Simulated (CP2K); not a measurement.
Crystal: SrO.

```xyz
2
Lattice="3.6293 0.0000 0.0000 1.8146 3.1431 0.0000 1.8146 1.0477 2.9633" Properties=species:S:1:pos:R:3 pbc="T T T"
Sr    3.6293    2.0954    1.4817
O     0.0000    0.0000    0.0000
```

Base run:

- Program: CP2K 2026.2
- Functional: LDA
- Potentials or basis: POTENTIAL_UZH Sr GTH-PBE-q10, O GTH-PBE-q6; TZVP-MOLOPT-PBE-GTH basis
- Density cutoff: 12245 eV
- k mesh: 9 × 9 × 9
- Occupations: fermi-dirac, width 0.05 eV
- Spin: no spin polarisation

Its results: band gap on the k mesh 3.39 eV, indirect (least direct gap 3.47 eV); pressure -1.5 GPa.

Problem. After a change of settings the same cell gave: band gap on the k mesh 3.66 eV, indirect (least direct gap 3.76 eV); pressure 4.7 GPa. Which change was it?
A. functional from LDA to rev-vdW-DF2
B. functional from LDA to OLYP
C. functional from LDA to M06-L

Solution. C.

Caveats: the potentials were made for another functional, which shifts forces and pressure; an odd mesh through Γ misses points on the zone boundary, where band edges often lie; the basis of atomic orbitals isn't converged, which shifts pressures, moduli and gaps.
